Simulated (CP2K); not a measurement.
Crystal: Sn.

```
CELL_PARAMETERS angstrom
4.45495 0.00000 0.00000
-3.30667 2.98538 0.00000
-0.57414 -1.49269 4.15799
ATOMIC_POSITIONS crystal
Sn 0.00000 0.00000 0.00000
Sn 0.75000 0.25000 0.50000
```

Base run:

* Program: CP2K 2026.2
* Functional: rev-vdW-DF2
* Potentials or basis: POTENTIAL_UZH Sn GTH-PBE-q4; TZVP-MOLOPT-PBE-GTH basis
* Density cutoff: 9184 eV
* k mesh: 9 × 9 × 9
* Occupations: fermi-dirac, width 0.05 eV
* Spin: no spin polarisation

Its results: band gap on the k mesh none (metal or under the smearing width); pressure 3.4 GPa.

Problem. The run is repeated on the same cell with these changes: functional from rev-vdW-DF2 to PBEsol. What comes out?

Solution. Band gap on the k mesh none (metal or under the smearing width); pressure 1.8 GPa.

Caveats: the potentials were made for another functional, which shifts forces and pressure; the basis of atomic orbitals isn't converged, which shifts pressures, moduli and gaps.

Not every run made on this cell is shown here.
